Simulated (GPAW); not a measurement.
Crystal: MgSi.

```
Si Mg
1.0
     2.90839    0.00000    0.00000
     0.00000    2.90839    0.00000
     0.00000    0.00000    4.10343
Si Mg
1 1
Direct
  0.50000 0.50000 0.50000
  0.00000 0.00000 0.00000
```

The cell comes from a database or a generator and needn't be the stable form of this composition.

| Item | Value |
| --- | --- |
| Program | GPAW 26.7.0 |
| Task | relaxation of cell and atoms |
| Functional | BLYP |
| Dispersion | D3(BJ) |
| Potentials or basis | PAW data sets generated in the run's folder for this functional |
| Cutoff | 800 eV |
| Basis | pw |
| k mesh | 9 × 9 × 7 |
| Occupations | fermi-dirac, width 0.05 eV |
| Spin | no spin polarisation |

At the start: pressure -4.5 GPa; volume 17.35 Å³/atom.

Q: Where does the relaxation end?

A: Over 8 steps the energy falls by 38.4 meV/atom and the volume is 16.32 Å³/atom (-6.0 %); space group P4/mmm (No. 123, to 0.05 Å).

Step by step:
```csv
step,energy change (eV),largest force (eV/Å),pressure (GPa),volume (Å³)
1,0.0000,0.0000,-4.49,34.71
2,-0.0169,0.0000,-3.95,34.35
3,-0.0707,0.0000,1.40,31.79
4,-0.0719,0.0000,0.81,32.04
5,-0.0732,0.0000,0.36,32.26
6,-0.0756,0.0000,-0.23,32.63
7,-0.0767,0.0000,-0.28,32.74
8,-0.0768,0.0000,-0.09,32.64
```

Final structure:
```yaml
crystal:
  lattice:
    - [2.92342, 0.00000, 0.00000]
    - [0.00000, 2.92342, 0.00000]
    - [0.00000, 0.00000, 3.81959]
  atoms:
    - { symbol: Si, position: [0.50000, 0.50000, 0.50000] }
    - { symbol: Mg, position: [0.00000, 0.00000, 0.00000] }
```

Caveat: later steps reuse the first step's grids; pairwise dispersion overbinds metals, which lowers pressure and volume.
